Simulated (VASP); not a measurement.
# Al2O3 (Corundum) (R-3c) in VASP: further runs, part 2 of 2

VASP 6.6.1. Earlier steps stand in the parts before.

### Step 3. Optical spectrum, PBE

Contents of INCAR:

```
SYSTEM = Al2O3
PREC = Accurate ; ENCUT = 520
EDIFF = 1E-6 ; ISMEAR = 0
SIGMA = 0.02 ; LREAL = .FALSE.
LASPH = .TRUE. ; NELM = 100
ALGO = Normal ; ISIF = 2
LWAVE = .FALSE. ; LCHARG = .FALSE.
GGA = PE ; LOPTICS = .TRUE.
NBANDS = 56 ; NEDOS = 1000
CSHIFT = 0.1
```

Contents of KPOINTS:

```
regular mesh
0
G
  5 5 5
  0 0 0
```

Contents of POSCAR:

```
Al2O3
1.0
    2.3802500000      1.3742379782      4.3318666667
   -2.3802500000      1.3742379782      4.3318666667
    0.0000000000     -2.7484759565      4.3318666667
Al O
4 6
Direct
    0.8521600000      0.8521600000      0.8521600000
    0.6478400000      0.6478400000      0.6478400000
    0.1478400000      0.1478400000      0.1478400000
    0.3521600000      0.3521600000      0.3521600000
    0.0566800000      0.7500000000      0.4433200000
    0.7500000000      0.4433200000      0.0566800000
    0.4433200000      0.0566800000      0.7500000000
    0.9433200000      0.2500000000      0.5566800000
    0.2500000000      0.5566800000      0.9433200000
    0.5566800000      0.9433200000      0.2500000000
```

Potentials or basis: VASP PAW PBE potentials, release 64 (Al, O).

The run is started by

```sh
$ cat potpaw_PBE.64/Al/POTCAR potpaw_PBE.64/O/POTCAR > POTCAR
$ mpirun -np 1 vasp_std > vasp.out
```

OUTCAR:

```text
SYSTEM = Al2O3
   PREC = Accurate
   ENCUT = 520
   EDIFF = 1E-6
   ISMEAR = 0
   LREAL = .FALSE.
   LASPH = .TRUE.
   NELM = 100
   ISIF = 2
   GGA = PE

 ion  position               nearest neighbor table
   1  0.852  0.852  0.852-   8 1.85   9 1.85  10 1.85   6 1.97   7 1.97   5 1.97   2 2.66   3 2.79
                             3 2.79   3 2.79   2 3.22   2 3.22   2 3.22
   2  0.648  0.648  0.648-   9 1.85   8 1.85  10 1.85   5 1.97   7 1.97   6 1.97   1 2.66   4 2.79
                             4 2.79   4 2.79   1 3.22   1 3.22   1 3.22
   3  0.148  0.148  0.148-   5 1.85   6 1.85   7 1.85   9 1.97  10 1.97   8 1.97   4 2.66   1 2.79
                             1 2.79   1 2.79   4 3.22   4 3.22   4 3.22
   4  0.352  0.352  0.352-   6 1.85   5 1.85   7 1.85   8 1.97  10 1.97   9 1.97   3 2.66   2 2.79
                             2 2.79   2 2.79   3 3.22   3 3.22   3 3.22
   5  0.057  0.750  0.443-   3 1.85   4 1.85   2 1.97   1 1.97
   6  0.750  0.443  0.057-   4 1.85   3 1.85   1 1.97   2 1.97
   7  0.443  0.057  0.750-   3 1.85   4 1.85   1 1.97   2 1.97
   8  0.943  0.250  0.557-   1 1.85   2 1.85   4 1.97   3 1.97
   9  0.250  0.557  0.943-   2 1.85   1 1.85   3 1.97   4 1.97
  10  0.557  0.943  0.250-   1 1.85   2 1.85   3 1.97   4 1.97

  LATTYP: Found a trigonal (rhomboedric) cell.
 ALAT       =     5.1302230849
 COS(alpha) =     0.5694707703

  Lattice vectors:

 A1 = (   2.3802500000,   1.3742379782,   4.3318666667)
 A2 = (  -2.3802500000,   1.3742379782,   4.3318666667)
 A3 = (   0.0000000000,  -2.7484759565,   4.3318666667)

Analysis of symmetry for initial positions (statically):
=====================================================================
 Subroutine PRICEL returns:
 Original cell was already a primitive cell.

 Routine SETGRP: Setting up the symmetry group for a
 trigonal (rhombohedral) supercell.

 Subroutine GETGRP returns: Found 12 space group operations
 (whereof  6 operations were pure point group operations)
 out of a pool of 12 trial point group operations.

The static configuration has the point symmetry S_6 .
 The point group associated with its full space group is D_3d.

Analysis of symmetry for dynamics (positions and initial velocities):
=====================================================================
 Subroutine PRICEL returns:
 Original cell was already a primitive cell.

 Routine SETGRP: Setting up the symmetry group for a
 trigonal (rhombohedral) supercell.

 Subroutine GETGRP returns: Found 12 space group operations
 (whereof  6 operations were pure point group operations)
 out of a pool of 12 trial point group operations.

[... 911 lines left out ...]

  FORCE on cell =-STRESS in cart. coord.  units (eV):
  Direction    XX          YY          ZZ          XY          YZ          ZX
  --------------------------------------------------------------------------------------
  -------------------------------------------------------------------------------------
  Total        3.9317047      3.9317047      3.5958351      0.0000000     -0.0000000      0.0000000
  in kB       74.0935882     74.0935882     67.7640726      0.0000000     -0.0000000      0.0000000
  external PRESSURE =      71.9837497 kB  Pullay stress =       0.0000000 kB

 VOLUME and BASIS-vectors are now :
 -----------------------------------------------------------------------------
  energy-cutoff  :      520.00
  volume of cell :       85.02
      direct lattice vectors                 reciprocal lattice vectors
     2.380250000  1.374237978  4.331866667     0.210061968  0.121279334  0.076949121
    -2.380250000  1.374237978  4.331866667    -0.210061968  0.121279334  0.076949121
     0.000000000 -2.748475957  4.331866667     0.000000000 -0.242558668  0.076949121

 POSITION                                       TOTAL-FORCE (eV/Angst)
 -----------------------------------------------------------------------------------
      0.00000     -0.00000     11.07433        -0.000000      0.000000     -0.026716
      0.00000     -0.00000      8.41907        -0.000000     -0.000000      0.026716
      0.00000     -0.00000      1.92127        -0.000000     -0.000000      0.026716
      0.00000     -0.00000      4.57653        -0.000000      0.000000     -0.026716
     -1.65027     -0.10988      5.41483        -0.012845     -0.022249      0.000000
      0.72998      1.48412      5.41483        -0.012845      0.022249      0.000000
      0.92030     -1.37424      5.41483         0.025691      0.000000      0.000000
      1.65027      0.10988      7.58077         0.012845      0.022249      0.000000
     -0.72998     -1.48412      7.58077         0.012845     -0.022249      0.000000
     -0.92030      1.37424      7.58077        -0.025691      0.000000      0.000000
 -----------------------------------------------------------------------------------
    total drift:                               -0.000000      0.000000     -0.000000

  FREE ENERGIE OF THE ION-ELECTRON SYSTEM (eV)
  ---------------------------------------------------
  free  energy   TOTEN  =       -74.7524116104 eV

  energy  without entropy=      -74.7524116104  energy(sigma->0) =      -74.75241161

 electrical conductivity sigma (Mega S m-1) (frequency dependency in vasprun.xml)
  --------------------------------------------------------------------------------------
       0.000       0.000      -0.000
      -0.000       0.000      -0.000
       0.000      -0.000       0.000

  frequency dependent IMAGINARY DIELECTRIC FUNCTION (independent particle, no local field effects) density-density
     E(ev)      X         Y         Z        XY        YZ        ZX
  --------------------------------------------------------------------------------------------------------------
     0.00000     0.00000     0.00000     0.00000     0.00000     0.00000     0.00000
     0.54659     0.00161     0.00161     0.00156    -0.00000    -0.00000    -0.00000
     1.09317     0.00328     0.00328     0.00318    -0.00000    -0.00000    -0.00000
     1.63976     0.00506     0.00506     0.00491    -0.00000    -0.00000    -0.00000
     2.18635     0.00703     0.00703     0.00682    -0.00000    -0.00000    -0.00000
     2.73293     0.00929     0.00929     0.00901    -0.00000    -0.00000    -0.00000
[... 92 lines left out ...]
    53.56550     0.00074     0.00074     0.00074    -0.00000    -0.00000    -0.00000
    54.11209     0.00071     0.00071     0.00071    -0.00000    -0.00000    -0.00000

  frequency dependent      REAL DIELECTRIC FUNCTION (independent particle, no local field effects) density-density
     E(ev)        X           Y           Z          XY          YZ          ZX
  --------------------------------------------------------------------------------------------------------------
     0.00000     3.18998     3.18998     3.15087    -0.00000    -0.00000     0.00000
     0.54659     3.19438     3.19438     3.15514    -0.00000    -0.00000     0.00000
     1.09317     3.20772     3.20772     3.16807    -0.00000    -0.00000     0.00000
     1.63976     3.23046     3.23046     3.19011    -0.00000    -0.00000     0.00000
     2.18635     3.26340     3.26340     3.22203    -0.00000    -0.00000     0.00000
     2.73293     3.30782     3.30782     3.26510    -0.00000    -0.00000     0.00000
[... 92 lines left out ...]
    53.56550     0.82507     0.82507     0.82523    -0.00000     0.00000    -0.00000
    54.11209     0.82904     0.82904     0.82920    -0.00000     0.00000    -0.00000

  frequency dependent IMAGINARY DIELECTRIC FUNCTION (independent particle, no local field effects) current-current
     E(ev)      X         Y         Z        XY        YZ        ZX
  --------------------------------------------------------------------------------------------------------------
     0.00000     8.01294     8.01294     7.86962     0.00000    -0.00000     0.00000
     0.54659     0.80449     0.80449     0.79006     0.00000    -0.00000     0.00000
     1.09317     0.40716     0.40716     0.39979     0.00000    -0.00000     0.00000
     1.63976     0.27709     0.27709     0.27200     0.00000    -0.00000     0.00000
     2.18635     0.21406     0.21406     0.21006     0.00000    -0.00000     0.00000
     2.73293     0.17816     0.17816     0.17475     0.00000    -0.00000     0.00000
[... 92 lines left out ...]
    53.56550     0.00009     0.00009     0.00009     0.00000    -0.00000    -0.00000
    54.11209     0.00008     0.00008     0.00008     0.00000    -0.00000    -0.00000

  frequency dependent      REAL DIELECTRIC FUNCTION (independent particle, no local field effects) current-current
     E(ev)        X           Y           Z          XY          YZ          ZX
  --------------------------------------------------------------------------------------------------------------
     0.00000     3.18925     3.18925     3.15010     0.00000    -0.00000     0.00000
     0.54659     3.19360     3.19360     3.15432     0.00000    -0.00000     0.00000
     1.09317     3.20693     3.20693     3.16724     0.00000    -0.00000     0.00000
     1.63976     3.22965     3.22965     3.18925     0.00000    -0.00000     0.00000
     2.18635     3.26256     3.26256     3.22115     0.00000    -0.00000     0.00000
     2.73293     3.30694     3.30694     3.26417     0.00000    -0.00000     0.00000
[... 92 lines left out ...]
    53.56550     0.82507     0.82507     0.82523    -0.00000     0.00000    -0.00000
    54.11209     0.82904     0.82904     0.82921    -0.00000     0.00000    -0.00000
```

It took 38 s on 1 thread of Intel Xeon 6975P-C (Granite Rapids), shared host; peak memory 0.32 GiB.

What came out:

```
Free energy            : -74.7524 eV
Pressure               : 7.2 GPa
Largest force          : 0.027 eV/Å
Band gap on the k mesh : 6.22 eV, direct
```

Forces on the atoms (eV/Å):
```
Al   0.000  0.000 -0.027
Al   0.000  0.000  0.027
Al   0.000  0.000  0.027
Al   0.000  0.000 -0.027
O   -0.013 -0.022  0.000
O   -0.013  0.022  0.000
O    0.026  0.000  0.000
O    0.013  0.022  0.000
O    0.013 -0.022  0.000
O   -0.026  0.000  0.000
```

Dielectric function (mean over the directions given):
```tsv
energy (eV)	real part	imaginary part
0.27	3.18	0.00
1.26	3.20	0.00
2.30	3.26	0.01
3.33	3.36	0.01
4.37	3.52	0.02
5.41	3.80	0.04
6.45	4.09	0.17
7.49	3.99	0.99
8.53	4.97	0.98
9.57	6.34	1.86
10.60	5.43	4.14
11.64	2.75	5.15
12.68	1.83	4.35
13.72	1.88	3.65
14.76	0.99	4.11
15.80	0.46	4.63
16.83	-0.40	3.51
17.87	-0.97	2.76
18.91	-1.42	2.15
19.95	-0.89	1.39
```

Caveat: spectra need much finer meshes, so this one isn't converged; independent-particle spectra lack excitons.

### Step 4. Density of states, PBE

POSCAR is that of step 3.

Contents of INCAR.step1:

```
PREC = Accurate
ENCUT = 520
EDIFF = 1E-6
ISMEAR = 0
SIGMA = 0.02
LREAL = F
LASPH = T
NELM = 60
ALGO = Normal
ISIF = 2
LWAVE = F
LCHARG = T
GGA = PE
NBANDS = 35
```

Contents of KPOINTS.step1:

```
Automatic mesh
0
Gamma
  5 5 5
```

Contents of INCAR.step2:

```
PREC = Accurate
ENCUT = 520
EDIFF = 1E-6
ISMEAR = -5
SIGMA = 0.02
LREAL = F
LASPH = T
NELM = 60
ALGO = Normal
ISIF = 2
LWAVE = F
LCHARG = F
GGA = PE
LORBIT = 10
NBANDS = 35
NEDOS = 2001
ICHARG = 11
```

Contents of KPOINTS.step2:

```
Automatic mesh
0
Gamma
  8 8 8
```

Potentials or basis: VASP PAW PBE potentials, release 64 (Al, O).

The run is started by

```sh
$ cat potpaw_PBE.64/Al/POTCAR potpaw_PBE.64/O/POTCAR > POTCAR
$ cp INCAR.step1 INCAR
$ cp KPOINTS.step1 KPOINTS
$ mpirun -np 1 vasp_std > vasp.out
$ cp INCAR.step2 INCAR
$ cp KPOINTS.step2 KPOINTS
$ mpirun -np 1 vasp_std > vasp.out
```

OUTCAR:

```text
PREC = Accurate
   ENCUT = 520
   EDIFF = 1E-6
   ISMEAR = -5
   LREAL = F
   LASPH = T
   NELM = 60
   ISIF = 2
   GGA = PE
   LORBIT = 10
   ICHARG = 11

 ion  position               nearest neighbor table
   1  0.852  0.852  0.852-   8 1.85   9 1.85  10 1.85   6 1.97   7 1.97   5 1.97   2 2.66   3 2.79
                             3 2.79   3 2.79   2 3.22   2 3.22   2 3.22
   2  0.648  0.648  0.648-   9 1.85   8 1.85  10 1.85   5 1.97   7 1.97   6 1.97   1 2.66   4 2.79
                             4 2.79   4 2.79   1 3.22   1 3.22   1 3.22
   3  0.148  0.148  0.148-   5 1.85   6 1.85   7 1.85   9 1.97  10 1.97   8 1.97   4 2.66   1 2.79
                             1 2.79   1 2.79   4 3.22   4 3.22   4 3.22
   4  0.352  0.352  0.352-   6 1.85   5 1.85   7 1.85   8 1.97  10 1.97   9 1.97   3 2.66   2 2.79
                             2 2.79   2 2.79   3 3.22   3 3.22   3 3.22
   5  0.057  0.750  0.443-   3 1.85   4 1.85   2 1.97   1 1.97
[... 1154 lines left out ...]
      0.00000     -0.00000      8.41907         0.000000     -0.000000      0.026794
      0.00000     -0.00000      1.92127         0.000000     -0.000000      0.026794
      0.00000     -0.00000      4.57653         0.000000      0.000000     -0.026794
     -1.65027     -0.10988      5.41483        -0.012929     -0.022394      0.000000
      0.72998      1.48412      5.41483        -0.012929      0.022394      0.000000
      0.92030     -1.37424      5.41483         0.025858      0.000000      0.000000
      1.65027      0.10988      7.58077         0.012929      0.022394      0.000000
     -0.72998     -1.48412      7.58077         0.012929     -0.022394      0.000000
     -0.92030      1.37424      7.58077        -0.025858      0.000000      0.000000
 -----------------------------------------------------------------------------------
    total drift:                               -0.000000     -0.000000      0.000000

  FREE ENERGIE OF THE ION-ELECTRON SYSTEM (eV)
  ---------------------------------------------------
  free  energy   TOTEN  =       -74.7523949775 eV

  energy  without entropy=      -74.7523949775  energy(sigma->0) =      -74.75239498

 total charge

# of ion       s       p       d       tot
------------------------------------------
    1        0.312   0.402   0.000   0.714
    2        0.312   0.402   0.000   0.714
    3        0.312   0.402   0.000   0.714
    4        0.312   0.402   0.000   0.714
    5        1.548   3.646   0.000   5.194
    6        1.548   3.646   0.000   5.194
    7        1.548   3.646   0.000   5.194
    8        1.548   3.646   0.000   5.194
    9        1.548   3.646   0.000   5.194
   10        1.548   3.646   0.000   5.194
--------------------------------------------------
tot         10.533  23.486   0.000  34.019
```

OUTCAR.step1:

```text
PREC = Accurate
   ENCUT = 520
   EDIFF = 1E-6
   ISMEAR = 0
   LREAL = F
[... 975 lines left out ...]
      0.92030     -1.37424      5.41483         0.025753     -0.000000      0.000000
      1.65027      0.10988      7.58077         0.012876      0.022303      0.000000
     -0.72998     -1.48412      7.58077         0.012876     -0.022303      0.000000
     -0.92030      1.37424      7.58077        -0.025753     -0.000000      0.000000
 -----------------------------------------------------------------------------------
    total drift:                               -0.000000      0.000000     -0.000000

  FREE ENERGIE OF THE ION-ELECTRON SYSTEM (eV)
  ---------------------------------------------------
  free  energy   TOTEN  =       -74.7524116205 eV

  energy  without entropy=      -74.7524116205  energy(sigma->0) =      -74.75241162
```

OSZICAR.step1:

```text
N       E                     dE             d eps       ncg     rms          rms(c)
DAV:   1     0.231003831920E+03    0.23100E+03   -0.25535E+04  1330   0.131E+03
DAV:   2    -0.699136277094E+02   -0.30092E+03   -0.29083E+03  1730   0.289E+02
DAV:   3    -0.827142194159E+02   -0.12801E+02   -0.12757E+02  1713   0.603E+01
DAV:   4    -0.828135949937E+02   -0.99376E-01   -0.99320E-01  1612   0.612E+00
DAV:   5    -0.828148103424E+02   -0.12153E-02   -0.12151E-02  1692   0.675E-01    0.176E+01
DAV:   6    -0.746879073423E+02    0.81269E+01   -0.28319E+01  1611   0.284E+01    0.597E+00
DAV:   7    -0.747287440416E+02   -0.40837E-01   -0.85560E-01  1628   0.458E+00    0.329E+00
DAV:   8    -0.747479713167E+02   -0.19227E-01   -0.84789E-02  1545   0.223E+00    0.689E-01
DAV:   9    -0.747517937673E+02   -0.38225E-02   -0.21784E-02  1740   0.798E-01    0.316E-01
DAV:  10    -0.747524453069E+02   -0.65154E-03   -0.78182E-04  1478   0.166E-01    0.733E-02
DAV:  11    -0.747524093007E+02    0.36006E-04   -0.34918E-04  1700   0.106E-01    0.224E-02
DAV:  12    -0.747524120779E+02   -0.27772E-05   -0.19021E-05  1510   0.262E-02    0.549E-03
DAV:  13    -0.747524116205E+02    0.45735E-06   -0.29663E-06  1636   0.955E-03
   1 F= -.74752412E+02 E0= -.74752412E+02  d E =-.102872E-12
```

It took 75 s on 1 thread of Intel Xeon 6975P-C (Granite Rapids), shared host; peak memory 0.3 GiB.

Results:

```yaml
Valence_electrons_inside_the_program's_atomic_spheres: Al 0.71; O 5.19
```

Levels at points of the mesh, in eV from the valence-band top:
| k point | band 21 | band 22 | band 23 | band 24 | band 25 | band 26 | band 27 | band 28 |
| --- | --- | --- | --- | --- | --- | --- | --- | --- |
| (0.00, 0.00, 0.00) | -0.50 | -0.04 | -0.04 | 0.00 | 6.22 | 9.14 | 10.73 | 11.52 |
| (0.50, 0.00, 0.00) | -0.91 | -0.91 | -0.27 | -0.27 | 9.47 | 9.47 | 9.63 | 9.63 |
| (0.50, 0.50, 0.00) | -1.03 | -0.92 | -0.74 | -0.26 | 9.64 | 9.72 | 9.93 | 10.40 |
| (0.50, 0.50, 0.50) | -0.38 | -0.38 | -0.38 | -0.38 | 8.67 | 8.67 | 11.08 | 11.08 |

States per cell in windows of 0.5 eV (zero at the valence-band top; states under -8 eV left out):
```
from (eV)  total  O5_p  O6_p  O7_p  O8_p  O9_p  O10_p
     -8.0   0.00  0.00  0.00  0.00  0.00  0.00   0.00
     -7.5   0.00  0.00  0.00  0.00  0.00  0.00   0.00
     -7.0   0.22  0.02  0.02  0.02  0.02  0.02   0.02
     -6.5   2.03  0.15  0.15  0.15  0.15  0.15   0.15
     -6.0   2.49  0.19  0.19  0.19  0.19  0.19   0.19
     -5.5   1.95  0.16  0.16  0.16  0.16  0.16   0.16
     -5.0   1.79  0.15  0.15  0.15  0.15  0.15   0.15
     -4.5   2.39  0.21  0.21  0.21  0.21  0.21   0.21
     -4.0   1.91  0.17  0.17  0.17  0.17  0.17   0.17
     -3.5   2.07  0.20  0.20  0.20  0.20  0.20   0.20
     -3.0   2.10  0.21  0.21  0.21  0.21  0.21   0.21
     -2.5   3.51  0.37  0.37  0.37  0.37  0.37   0.37
     -2.0   3.75  0.42  0.42  0.42  0.42  0.42   0.42
     -1.5   4.47  0.52  0.52  0.52  0.52  0.52   0.52
     -1.0   4.32  0.51  0.51  0.51  0.51  0.51   0.51
     -0.5   3.04  0.38  0.38  0.38  0.38  0.38   0.38
      0.0   0.00  0.00  0.00  0.00  0.00  0.00   0.00
      0.5   0.00  0.00  0.00  0.00  0.00  0.00   0.00
      1.0   0.00  0.00  0.00  0.00  0.00  0.00   0.00
      1.5   0.00  0.00  0.00  0.00  0.00  0.00   0.00
      2.0   0.00  0.00  0.00  0.00  0.00  0.00   0.00
      2.5   0.00  0.00  0.00  0.00  0.00  0.00   0.00
      3.0   0.00  0.00  0.00  0.00  0.00  0.00   0.00
      3.5   0.00  0.00  0.00  0.00  0.00  0.00   0.00
      4.0   0.00  0.00  0.00  0.00  0.00  0.00   0.00
      4.5   0.00  0.00  0.00  0.00  0.00  0.00   0.00
      5.0   0.00  0.00  0.00  0.00  0.00  0.00   0.00
      5.5   0.00  0.00  0.00  0.00  0.00  0.00   0.00
      6.0   0.01  0.00  0.00  0.00  0.00  0.00   0.00
      6.5   0.06  0.00  0.00  0.00  0.00  0.00   0.00
      7.0   0.12  0.00  0.00  0.00  0.00  0.00   0.00
      7.5   0.16  0.00  0.00  0.00  0.00  0.00   0.00
```

### Step 5. Summary

| task | k mesh for the DOS | occupations for the DOS | gap on the mesh (eV) |
| --- | --- | --- | --- |
| dielectric tensor | - | - | 6.22 |
| optical spectrum | - | - | 6.22 |
| density of states | 8 × 8 × 8 | tetrahedron | - |

Alike in all rows: level PBE; potentials or basis VASP PAW PBE potentials, release 64 (Al, O); no spin polarisation; cell as given; k mesh 5 × 5 × 5; cutoff (eV) 520; smearing gaussian 0.02 eV.

Caveats: spectra need much finer meshes, so this one isn't converged (some runs); independent-particle spectra lack excitons (some runs).

Total energies depend on the potentials used, so only differences within one code and one set of settings carry meaning.

### Step 6. How close it comes

Step 2. A measured gap of Al2O3 is 8.7 eV (optical; quoted in “Multi-petahertz electron interference in Cr:Al2O3 solid-state material”, 2018, pmc:5906618); the calculated 6.22 eV misses it by -2.48 eV. The value is that of PBE, without temperature or zero-point motion. Semilocal functionals fall short of measured gaps as a rule.

Step 3. A measured gap of Al2O3 is 8.7 eV (optical; quoted in “Multi-petahertz electron interference in Cr:Al2O3 solid-state material”, 2018, pmc:5906618); the calculated 6.22 eV misses it by -2.48 eV. The value is that of PBE, without temperature or zero-point motion. Semilocal functionals fall short of measured gaps as a rule.
